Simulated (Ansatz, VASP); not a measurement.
## HfO2: VASP beside Ansatz

INCAR

```
SYSTEM = HfO2
  ALGO = Normal
  EDIFF = 1E-7
  ENCUT = 520
  GGA = PS
  ISIF = 2
  ISMEAR = 0
  LASPH = .TRUE.
  LCHARG = .FALSE.
  LREAL = .FALSE.
  LWAVE = .FALSE.
  NBANDS = 18
  NELM = 80
  PREC = Accurate
  SIGMA = 0.05
```

KPOINTS

```
k-points
0
G
  8 8 8
  0 0 0
```

Contents of POSCAR:

```
HfO2
1.0
    0.0000000000      2.6229500914      2.5220673956
    2.4547281961      0.0000000000      2.5220673956
    2.4547281961      2.6229500914      0.0000000000
Hf O
1 2
Direct
    0.0000000000      0.0000000000      0.0000000000
    0.2500000000      0.2500000000      0.2500000000
    0.7500000000      0.7500000000      0.7500000000
```

Input for Ansatz:

```yaml
crystal:
  lattice:
    - [0.0, 2.6229500914, 2.5220673956]
    - [2.4547281961, 0.0, 2.5220673956]
    - [2.4547281961, 2.6229500914, 0.0]
  atoms:
    - { symbol: Hf, position: [0.0, 0.0, 0.0] }
    - { symbol: O, position: [0.25, 0.25, 0.25] }
    - { symbol: O, position: [0.75, 0.75, 0.75] }
basis:
  ecutwfc: 520.0
kpoints:
  mp_grid: { grid: [8, 8, 8] }
hamiltonian:
  xc: pbesol
  pseudopotentials: { kind: paw, azcp: { folder: soft_1 } }
scf:
  occupations: { method: gaussian, width: 0.05 }
output:
  forces: true
  stress: true
  eigenvalues: true
```

Change from the starting cell: normal strain along x -0.0267, normal strain along y +0.0400.

Alike in both runs: task single point; functional PBEsol; k mesh 8 × 8 × 8; occupations gaussian, width 0.05 eV; no spin polarisation.

|  | VASP | Ansatz |
| --- | --- | --- |
| version | VASP 6.6.1 | Ansatz 0.2.0 |
| potentials or method | VASP PAW PBE potentials, release 64 (Hf_pv, O) | scalar-relativistic, plane waves, PAW |
| plane-wave cutoff (eV) | 520 | 520 |
| valence electrons in the cell | 22 | 38 |

```csv
,VASP,Ansatz,Ansatz less VASP
gap on the k mesh at the Fermi level (eV),2.97,2.97,+0.003
least direct gap on the mesh (eV),3.21,3.20,-0.008
pressure (GPa),-6.6,-3.0,+3.66
largest component of the traceless stress (GPa),16.65,16.35,-0.295
```

With one functional, cell and mesh, what is left measures potentials, basis and numerics. The two sets of potentials don't hold the same shells in valence. Ansatz warned: «pseudo_functional_mismatch».

Caveats: the PAW data sets were made with another functional, which shifts forces and pressure a little (VASP); spin-orbit coupling is left out, which moves the levels of the heavy elements. A k mesh can miss the band edges.
